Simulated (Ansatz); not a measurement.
# Ta (221): surface energy and levels, part 2 of 2

Aim: for Ta, compute energy, relaxation and work function or band edges of the (221) face.

Ansatz 0.2.0; DFT PBE, scalar-relativistic, plane waves, PAW. The steps go on from the part before.

## (5) All atoms of the slab relaxed

Contents of input.yaml:

```yaml
crystal:
  lattice:
    - [4.6938512163, 0.0, 0.0]
    - [-2.3469256082, 7.0407768245, 0.0]
    - [0.0, 0.0, 24.9571620748]
  atoms:
    - { symbol: Ta, position: [0.3888888889, 0.7777777778, 0.3005149375] }
    - { symbol: Ta, position: [0.7777777778, 0.5555555556, 0.3226799444] }
    - { symbol: Ta, position: [0.1666666667, 0.3333333333, 0.3448449514] }
    - { symbol: Ta, position: [0.5555555556, 0.1111111111, 0.3670099583] }
    - { symbol: Ta, position: [0.9444444444, 0.8888888889, 0.3891749653] }
    - { symbol: Ta, position: [0.3333333333, 0.6666666667, 0.4113399722] }
    - { symbol: Ta, position: [0.7222222222, 0.4444444444, 0.4335049792] }
    - { symbol: Ta, position: [0.1111111111, 0.2222222222, 0.4556699861] }
    - { symbol: Ta, position: [0.5, 0.0, 0.4778349931] }
    - { symbol: Ta, position: [0.8888888889, 0.7777777778, 0.5] }
    - { symbol: Ta, position: [0.2777777778, 0.5555555556, 0.5221650069] }
    - { symbol: Ta, position: [0.6666666667, 0.3333333333, 0.5443300139] }
    - { symbol: Ta, position: [0.0555555556, 0.1111111111, 0.5664950208] }
    - { symbol: Ta, position: [0.4444444444, 0.8888888889, 0.5886600278] }
    - { symbol: Ta, position: [0.8333333333, 0.6666666667, 0.6108250347] }
    - { symbol: Ta, position: [0.2222222222, 0.4444444444, 0.6329900417] }
    - { symbol: Ta, position: [0.6111111111, 0.2222222222, 0.6551550486] }
    - { symbol: Ta, position: [0.0, 0.0, 0.6773200556] }
    - { symbol: Ta, position: [0.3888888889, 0.7777777778, 0.6994850625] }
basis:
  ecutwfc: 420
kpoints:
  mp_grid: { grid: [8, 5, 1] }
hamiltonian:
  xc: pbe
scf:
  occupations: { method: gaussian, width: 0.1 }
output:
  forces: true
  eigenvalues: true
  write_density: true
  write_potential: true
  elf: true
  volumetric_format: npy
relax:
  adjacent_minimum: "off"
  f_tol: 0.02
  max_steps: 60
efield:
  axis: 3
  dipole_correction: true
  ramp_width: 0.04
```

Command:

```bash
ansatz run input.yaml --threads 8 --pin off --max-ram 15360MiB --backend cpu --events-out ev --progress --plain --runs-dir out
```

Output:

```text
Warning: crystal.symmetry: narrowed to the stabiliser of the k-point mesh — unitary ops 2 → 1; excluded 1 operation that carries a point of the 8×5×1 mesh (shift [0, 0, 0]) off the mesh (the run samples exactly the mesh kpoints.mp_grid names, as under crystal.symmetry.detect: false, and its converged state has the mesh's symmetry, not the crystal's; ε∞, the Born charges and the force constants of a linear response (`dielectric:` by the response, `phonons.method: dfpt`) are averaged over those of the crystal's operations that the state keeps within a tolerance, where `mesh_tensors`, `unaveraged_element` or `gamma_mean_max_change_ev_ang2` stands beside them; a row that `dielectric.field_direction` solves alone is averaged likewise, with nothing beside; a Γ-centred mesh of equal divisions is mapped onto itself by every operation and keeps the whole group, as does a half-shifted one under kpoints.further_shifts: images)
Warning: RAYON_NUM_THREADS=8 ignored (pool sized by the plan → 8); use --threads N
Engine: ansatz 0.2.0, aarch64-unknown-linux-gnu
Pseudopotentials: kind: paw
Pseudopotential: Ta, paw, valence charge 13, recommended cutoff 420 eV (normal), Ta.paw.azcp
Functional definition: PBE
  parameter kappa = 0.804
  parameter beta = 0.06672455060314922
  exchange = pbe_x(kappa = kappa, mu = beta*pi^2/3)
  correlation = pbe_c(beta = beta)
Crystal: 19 atoms, lattice volume = 824.793 Å³
Basis set: ecut = 420 eV, 16147 PW (Γ), exchange–correlation on 64×100×360 points (8 copies of the dense FFT grid, shifted against one another)
Bands: 149, of which v1, the nominal top of the filled ones, is band 124 counted from 1 (123 counted from 0)
Symmetry: 1 space group operations
k-points: 21 of 40 (time reversal used)
Non-local potential: Ta, projectors of the file, l = 0: 3, l = 1: 2, l = 2: 2, l = 3: 1
PAW form: soft (Blöchl's): semilocal exchange-correlation on the pseudo side does not see the compensation charge
PAW one-centre angular grid: Ta, 590 points (default); XC on 64 Gauss nodes
Initial density: superposition of atomic densities (neutral atoms: chi_scale 0, normalization atom), corrected by the library's trained network
Initial wavefunctions: pseudopotential atomic-orbital guess
Functional: x = pbe(κ = 0.804, μ = 0.2195149727645171), c = pbe(β = 0.06672455060314922)
SCF iter   1: F=—  HF=-188701.005566 eV  |F-HF|=—  |Δ(HF+E_count)|=         —  Δρ=5.54e-3  dr2=4.44e0  ethr=1.77e-3  p=-0.000 e·Å  D=-1.94e-12 V/Å  ΔV_dip=0.00 eV  dr2_dipole=4.64e-7  V_vac-E_F(+/−)=4.31/4.31 eV  ⟨swp⟩=11.7  Hψ=15957  notcnv=0
efield: sawtooth ramp at fractional position 0.9800 (placed from the atoms, in the widest stretch of the axis that holds none; the zero of the levels goes with the place), width 0.0400; the density the first Hamiltonian is built on has a dipole p = -0.000 e·Å; the dipole correction subtracts the counter field D = -1.94e-12 V/Å, which shifts the + side's vacuum level by +0.00 eV against the − side's; the planar-averaged density in the ramp window peaks in size at 3.0e-5 e/Å³
preconditioner: auto → LDOS  [metal: Δε(μ)=0.004 eV  Ē_g=3.503 eV  σ=0.100 eV  W_gap=0.02  n_scr=160 (ndim 8)  ℏωp=12.6 eV  f_vac=0.489  D(μ)=27.72/eV (n_scr^D=202)  β→1.0]
SCF iter   2: F=—  HF=-188700.868393 eV  |F-HF|=—  |Δ(HF+E_count)|=   1.37e-1  Δρ=1.79e-3  dr2=5.37e-2  ethr=1.77e-3  p=-0.000 e·Å  D=-1.40e-5 V/Å  ΔV_dip=0.00 eV  dr2_dipole=4.08e-10  V_vac-E_F(+/−)=3.90/3.90 eV  ⟨swp⟩=1.3  Hψ=3619  notcnv=0  defer=64
SCF iter   3: F=—  HF=-188700.872853 eV  |F-HF|=—  |Δ(HF+E_count)|=   4.46e-3  Δρ=5.72e-4  dr2=1.34e-2  ethr=2.18e-5  p=-0.000 e·Å  D=-1.54e-5 V/Å  ΔV_dip=0.00 eV  dr2_dipole=1.17e-8  V_vac-E_F(+/−)=3.90/3.90 eV  ⟨swp⟩=3.0  Hψ=5910  notcnv=0  defer=275
SCF iter   4: F=—  HF=-188700.872413 eV  |F-HF|=—  |Δ(HF+E_count)|=   4.40e-4  Δρ=1.73e-4  dr2=5.21e-4  ethr=5.43e-6  p=-0.000 e·Å  D=-9.07e-6 V/Å  ΔV_dip=0.00 eV  dr2_dipole=4.90e-8  V_vac-E_F(+/−)=3.87/3.87 eV  ⟨swp⟩=2.0  Hψ=3839  notcnv=0  defer=275
SCF iter   5: F=—  HF=-188700.872050 eV  |F-HF|=—  |Δ(HF+E_count)|=   3.63e-4  Δρ=6.04e-5  dr2=6.69e-5  ethr=2.11e-7  p=-0.000 e·Å  D=-1.88e-6 V/Å  ΔV_dip=0.00 eV  dr2_dipole=2.30e-11  V_vac-E_F(+/−)=3.86/3.86 eV  ⟨swp⟩=2.4  Hψ=5563  notcnv=0  defer=202
SCF iter   6: F=—  HF=-188700.872063 eV  |F-HF|=—  |Δ(HF+E_count)|=   1.32e-5  Δρ=2.34e-5  dr2=1.11e-5  ethr=4.05e-9  p=-0.000 e·Å  D=-2.34e-6 V/Å  ΔV_dip=0.00 eV  dr2_dipole=5.89e-10  V_vac-E_F(+/−)=3.86/3.86 eV  ⟨swp⟩=28.0  Hψ=37550  notcnv=0
SCF iter   7: F=-188700.872065 eV  HF=-188700.872065 eV  |F-HF|=2.05e-7  |Δ(HF+E_count)|=   1.40e-6  Δρ=6.45e-6  dr2=7.20e-7  ethr=4.05e-9  p=-0.000 e·Å  D=-6.40e-7 V/Å  ΔV_dip=0.00 eV  dr2_dipole=3.98e-10  V_vac-E_F(+/−)=3.85/3.85 eV  ⟨swp⟩=15.5  Hψ=28849  notcnv=0
SCF 1 converged in 7 iterations: F = -188700.872065 eV  dr2 = 7.20e-7
relax step   1: F+E_penalty+E_count = -188700.87206476 eV  Δ(F+E_penalty+E_count) = +0.000e0 eV  max|allowed force component| = 1.988e0 eV/Å  Δτ_max = 0.0000 Å  (7 SCF iters, dr2 threshold 1.00e-5 eV, accepted)
[... 12 lines left out ...]
relax step   2: F+E_penalty+E_count = -188701.63550919 eV  Δ(F+E_penalty+E_count) = -7.634e-1 eV  max|allowed force component| = 5.835e-1 eV/Å  Δτ_max = 0.1950 Å  (6 SCF iters, dr2 threshold 1.00e-4 eV, accepted)
[... 10 lines left out ...]
relax step   3: F+E_penalty+E_count = -188701.79667332 eV  Δ(F+E_penalty+E_count) = -1.612e-1 eV  max|allowed force component| = 3.184e-1 eV/Å  Δτ_max = 0.1949 Å  (7 SCF iters, dr2 threshold 2.13e-5 eV, accepted)
[... 12 lines left out ...]
relax step   4: F+E_penalty+E_count = -188701.83764052 eV  Δ(F+E_penalty+E_count) = -4.097e-2 eV  max|allowed force component| = 5.415e-2 eV/Å  Δτ_max = 0.0466 Å  (7 SCF iters, dr2 threshold 8.73e-6 eV, accepted)
[... 10 lines left out ...]
relax step   5: F+E_penalty+E_count = -188701.83884456 eV  Δ(F+E_penalty+E_count) = -1.204e-3 eV  max|allowed force component| = 1.834e-2 eV/Å  Δτ_max = 0.0069 Å  (7 SCF iters, accepted)
WARN: The output density's exchange-correlation potential varies sharply where the density is thin. Do not read a vacuum level from v_tot or v_xc, or from such a field of the output density. On a cell that repeats whose density bears no net charge and no dipole along the vacuum's axis use v_es (v_loc + v_h of the components); under efield.dipole_correction with no amplitude use v_es + v_field, which holds any external_charges[].barrier, or the levels of the report's work_function block, which leave it out; under a non-zero efield.amplitude the vacuum is tilted and has no level; on a cell that repeats and bears such a dipole with no correction it is tilted too, and efield.dipole_correction with no amplitude gives each side of its ramp a level where efield: is served; in a cell that repeats whose density bears a net charge (total_charge, or a fill off its count) it is curved and has none; of a slab under crystal.periodic whose density bears no net charge use v_es, which has a level on each side, short of where the two are joined; of another it falls or rises all the way out and has none; of a slab beside external_charges read slab_vacuum_level instead, which it has where they leave it neutral. The grid or the basis barely resolves most such structure, and the values can differ between equally converged runs; as a rule a tighter scf.convergence.dr2_threshold does not remove it. Where the density itself ripples (under the LDA too) a higher basis.ecutwfc lessens it. The files hold the spikes' plane waves up to the density's cutoff. Files: v_tot_of_output_density and the like, and their columns of v_z.tsv (output.write_potential); v_xc_of_output_density and the like, and their columns of v_comp_z.tsv (output.write_potential_components). Measured: with its Gaussian average of σ = 0.25 Å subtracted twice, the exchange-correlation potential is over 0.1 eV at 365 of the grid points where the equally averaged density (valence and model cores) is under 1e-3 e/Å³, and 0.399 eV at the most among them, at an averaged density of 3.6e-8 e/Å³. See output.write_potential in the manual, Limitations
SCF converged after 7 iterations
Free energy (F): -188701.838845 eV
Harris-Foulkes:  -188701.838845 eV  (|F-HF|=3.52e-9)
Internal energy: -188701.715569 eV  (E = F + TS)
E sigma→0 (E₀):  -188701.777207 eV
Entropy (-TS):   -0.123275 eV (-6.488 meV/atom)
Fermi energy:    5.500363 eV
Dipole field:    D = -0.000002 V/Å  (p = -0.000007 e·Å, saw-weighted, corrected)
Work function:   Φ+ = 4.0768 eV   Φ− = 4.0768 eV
Levels:          The Fermi level and band energies are counted from a zero that moves with the ramp; work functions are not
--- Per-component energies (eV) ---
  E_band       = -5238.071770
  E_kinetic    = 6932.579137
  E_local      = -251135.921454  (includes V_loc(G=0)·N_el)
  E_nonlocal   = 286.351440
  E_hartree    = 122339.894254
  E_xc         = -4136.119112
  E_vxc        = -3857.361050  (∫ρ·V_xc dr)
  E_paw        = -159534.548313  (= ΣΔE_a)
  E_vpaw       = -2143.497371  (= ΣTr[D̂ρ^β])
  E_aug_tail   = 0.002751  (compensation charges beyond the density's cutoff)
  E_efield     = 0.000000  (sawtooth field / dipole correction)
  E_vefield    = 0.000000  (∫n·V_field dr)
  E_ewald      = 96546.045727
  E_smearing   = -0.123275  (= −TS)
  E_closure    = -0.000000  (closes the sum)
  Σ components = -188701.838845   (vs F -188701.838845, Δ=0.00e0)
--- Forces (eV/Å), atoms counted from 1 ---
  atom   1  Ta     0.00404112     0.00363602     0.01827742
  atom   2  Ta    -0.00099312    -0.00917972    -0.01052595
  atom   3  Ta    -0.00088896     0.00056645     0.00174697
  atom   4  Ta    -0.00092494     0.01261521    -0.00774049
  atom   5  Ta    -0.00145481    -0.00085003     0.00367328
  atom   6  Ta    -0.00008579    -0.00179207     0.00427249
  atom   7  Ta     0.00007381     0.01309691    -0.00212787
  atom   8  Ta     0.00035331    -0.00261703     0.01128141
  atom   9  Ta     0.00019266    -0.01385246     0.00707479
  atom  10  Ta     0.00001316    -0.00001413     0.00000838
  atom  11  Ta    -0.00020951     0.01383415    -0.00711416
  atom  12  Ta    -0.00033444     0.00266477    -0.01124722
  atom  13  Ta    -0.00010625    -0.01304800     0.00217127
  atom  14  Ta     0.00006244     0.00172075    -0.00417066
  atom  15  Ta     0.00144256     0.00088814    -0.00363046
  atom  16  Ta     0.00083814    -0.01258792     0.00768094
  atom  17  Ta     0.00128638    -0.00058954    -0.00177221
  atom  18  Ta     0.00044332     0.00917867     0.01048414
  atom  19  Ta    -0.00374932    -0.00366974    -0.01833598
  max |Σ_I F_I| component: 6.09e-6 eV/Å
--- Band table (eV; the first three rows and the last of 21) ---
  k-point 0: bands = ["-62.1484", "-62.1484", "-61.9176", "-61.9175", "-61.8508", "-61.8499", "-61.7783", "-61.7783", "-61.6851", "-61.6806", "-61.6797", "-61.6136", "-61.5943", "-61.4773", "-61.4721", "-61.4383", "-61.4235", "-61.3829", "-61.3746", "-29.0338", "-29.0323", "-28.8979", "-28.8979", "-28.7645", "-28.7578", "-28.7324", "-28.7300", "-28.6979", "-28.6672", "-28.6407", "-28.6244", "-28.6016", "-28.5575", "-28.5310", "-28.5279", "-28.5256", "-28.5170", "-28.5084", "-28.4399", "-28.4248", "-28.4225", "-28.4141", "-28.3680", "-28.3655", "-28.3568", "-28.3216", "-28.3198", "-28.2557", "-28.2388", "-28.1438", "-28.1406", "-28.1294", "-28.0929", "-28.0827", "-28.0697", "-28.0523", "-28.0495", "-28.0043", "-28.0030", "-27.9919", "-27.9888", "-27.9697", "-27.8826", "-27.8650", "-27.8391", "-27.8116", "-27.7952", "-27.7553", "-27.7164", "-27.7018", "-27.6866", "-27.6565", "-27.6370", "-27.6353", "-27.6136", "-27.6063", "-2.0337", "-1.0334", "0.3390", "1.5150", "1.5364", "1.6534", "1.8261", "1.9460", "2.1989", "2.2106", "2.3255", "2.4102", "2.5128", "2.5271", "2.6694", "2.8107", "2.8332", "3.0572", "3.0991", "3.3971", "3.5060", "3.6104", "3.6733", "3.8403", "3.8776", "3.8843", "3.9203", "4.0996", "4.1010", "4.1366", "4.2100", "4.2883", "4.4034", "4.4680", "4.4733", "4.4905", "4.7688", "4.8047", "4.8062", "4.9621", "5.0444", "5.0642", "5.0660", "5.0903", "5.1503", "5.4722", "5.4825", "5.4955", "5.7939", "5.8103", "5.8901", "5.9660", "5.9975", "6.1127", "6.1727", "6.1851", "6.2120", "6.3668", "6.5130", "6.7636", "7.3894", "7.4646", "7.4862", "7.5818", "7.7820", "7.9757", "7.9819", "8.2544", "8.4622", "8.5085", "8.5496", "8.7288", "8.7503"]
[... 3 lines left out ...]
--- Relaxed structure (5 steps of the walk, 5 accepted, 0 SCFs on fresh bases) ---
  F+E_penalty+E_count = -188701.83884456 eV   max|allowed force component| = 1.834e-2 eV/Å
  atoms:
    - { symbol: Ta, position: [0.38461715460692025, 0.7677819844835521, 0.31377525773230985] }
    - { symbol: Ta, position: [0.7722145176083033, 0.544597881105974, 0.32833934471170256] }
    - { symbol: Ta, position: [0.1702525499183474, 0.34068074688694056, 0.34663412477972033] }
    - { symbol: Ta, position: [0.5594257484761413, 0.11919080573375848, 0.368536812876646] }
    - { symbol: Ta, position: [0.9447757402434902, 0.8897990204310389, 0.38499268673487275] }
    - { symbol: Ta, position: [0.33289321628229473, 0.6658531229018144, 0.4148634770862205] }
    - { symbol: Ta, position: [0.7213026382289468, 0.4431535668226693, 0.43485910727990174] }
    - { symbol: Ta, position: [0.11031971511919744, 0.22120995344139813, 0.45592739364165275] }
    - { symbol: Ta, position: [0.5001188305029065, 0.00044824278150467446, 0.4771871964896304] }
    - { symbol: Ta, position: [0.8888899607141727, 0.7777774547908866, 0.499999953699107] }
    - { symbol: Ta, position: [0.2776611226545377, 0.5551068998668758, 0.5228128979643619] }
    - { symbol: Ta, position: [0.667460125866087, 0.3343445866560955, 0.5440723495846563] }
    - { symbol: Ta, position: [0.056479602413281295, 0.11240139609401383, 0.5651406780745599] }
    - { symbol: Ta, position: [0.44488669802517944, 0.8897028238304555, 0.5851362756510549] }
    - { symbol: Ta, position: [0.8330033974886601, 0.6657555016445614, 0.6150070892635767] }
    - { symbol: Ta, position: [0.21835464794729595, 0.4363645868719707, 0.6314636056326436] }
    - { symbol: Ta, position: [0.607520423398395, 0.214875380705995, 0.6533660743850406] }
    - { symbol: Ta, position: [0.005573807358685507, 0.010957776793278242, 0.6716607535893437] }
    - { symbol: Ta, position: [0.3931389920471568, 0.7877760459572175, 0.6862249208229994] }
```

Wall time 5.9 min (8 threads of Arm Neoverse V1, shared host); peak memory 5.1 GiB.

The steps of the relaxation:

| step | energy from step 1 (eV/cell) | largest force component (eV/Å) |
| --- | --- | --- |
| 1 | 0.0000 | 1.9880 |
| 2 | -0.7634 | 0.5835 |
| 3 | -0.9246 | 0.3184 |
| 4 | -0.9656 | 0.0541 |
| 5 | -0.9668 | 0.0183 |

Step 1 is the start.

This gives work function 4.08 eV.

Plane-averaged electrostatic potential energy of an electron across the slab, counted from the Fermi level:

(z (Å), V (eV)): (1.94, 4.08), (2.50, 4.08), (2.77, 4.08), (3.33, 4.08), (3.60, 4.08), (4.16, 4.07), (4.44, 4.07), (4.99, 4.04), (5.27, 4.01), (5.82, 3.84), (6.38, 3.25), (6.66, 2.54), (7.21, -1.13), (7.49, -4.38), (8.04, -10.62), (8.32, -11.94), (8.87, -11.75), (9.15, -11.21), (9.71, -9.60), (9.98, -9.04), (10.54, -9.68), (11.09, -10.43), (11.37, -10.36), (11.92, -9.96), (12.20, -9.82), (12.76, -9.82), (13.03, -9.96), (13.59, -10.36), (13.87, -10.43), (14.42, -9.68), (14.97, -9.04), (15.25, -9.60), (15.81, -11.21), (16.08, -11.75), (16.64, -11.94), (16.92, -10.62), (17.47, -4.38), (17.75, -1.13), (18.30, 2.54), (18.58, 3.25), (19.13, 3.84), (19.69, 4.01), (19.97, 4.04), (20.52, 4.07), (20.80, 4.07), (21.35, 4.08), (21.63, 4.08), (22.18, 4.08), (22.46, 4.08), (23.02, 4.08)

Density in a lattice plane of the grid's cell (edges 4.69 and 24.96 Å, at 0.768 of the third edge), which holds Ta.

Ten even steps from '0' (0.00 e/Å³) to '9' (4.31 e/Å³):
```
000000
000000
000000
000000
000000
009600
002100
101103
000000
800019
000000
103101
002100
009600
000000
000000
000000
000000
000000
000000
```
Columns run along the first of these edges and rows up along the second, over one cell in 6 and 20 even steps from the bottom left corner. Atoms in the plane (fractional): Ta at (0.38, 0.31), Ta at (0.89, 0.50), Ta at (0.39, 0.69).

ELF in the same plane.

Ten even steps from '0' (0.00) to '9' (0.73):
```
000000
000000
000000
000000
211112
628936
354363
443236
463463
946734
453363
236343
455364
637935
211122
000000
000000
000000
000000
000000
```
Columns run along the first of these edges and rows up along the second, over one cell in 6 and 20 even steps from the bottom left corner. Atoms in the plane (fractional): Ta at (0.38, 0.31), Ta at (0.89, 0.50), Ta at (0.39, 0.69).

Both are smooth fields of the valence electrons: close to the nuclei they are not physical.

The highest ELF values outside the cores: 0.62 outside the outer layer, 1.9 Å from Ta; 0.60 between the atoms, 1.9 Å from Ta.

## (6) What the (221) slab gives

γ = (E_slab − N E_bulk) / (2A); here N = 19 and A = 33.05 Å².

|  | as cut | relaxed |
| --- | --- | --- |
| surface energy, mean of both faces | 2.91 J/m² | 2.67 J/m² |
| work function | 3.85 eV | 4.08 eV |
| dipole along +c (e·Å/cell) | 0.000 | 0.000 |

How the layers moved (bottom to top):

```
plane  atoms  spacing to the next, as cut (Å)  relaxed (Å)  change (%)  rumpling (Å)
    1     Ta                            0.553        0.363       -34.3         0.000
    2     Ta                            0.553        0.457       -17.5         0.000
    3     Ta                            0.553        0.547        -1.2         0.000
    4     Ta                            0.553        0.411       -25.8         0.000
    5     Ta                            0.553        0.745       +34.8         0.000
    6     Ta                            0.553        0.499        -9.8         0.000
    7     Ta                            0.553        0.526        -4.9         0.000
    8     Ta                            0.553        0.531        -4.1         0.000
    9     Ta                            0.553        0.569        +2.9         0.000
   10     Ta                            0.553        0.569        +2.9         0.000
   11     Ta                            0.553        0.531        -4.1         0.000
   12     Ta                            0.553        0.526        -4.9         0.000
   13     Ta                            0.553        0.499        -9.8         0.000
   14     Ta                            0.553        0.745       +34.8         0.000
   15     Ta                            0.553        0.411       -25.8         0.000
   16     Ta                            0.553        0.547        -1.2         0.000
   17     Ta                            0.553        0.457       -17.5         0.000
   18     Ta                            0.553        0.363       -34.3         0.000
   19     Ta                                                                   0.000
```

## (7) Results

What follows sums up all 2 parts.

| quantity | value |
| --- | --- |
| surface energy, (221), cut with Ta on top | 2.67 J/m² |
| work function, (221), cut with Ta on top | 4.08 eV |

What this shows: On (221) the top spacing contracts by 34.3 %, and relaxation gains 0.237 J/m² a face. Spin-orbit coupling is left out for Ta.
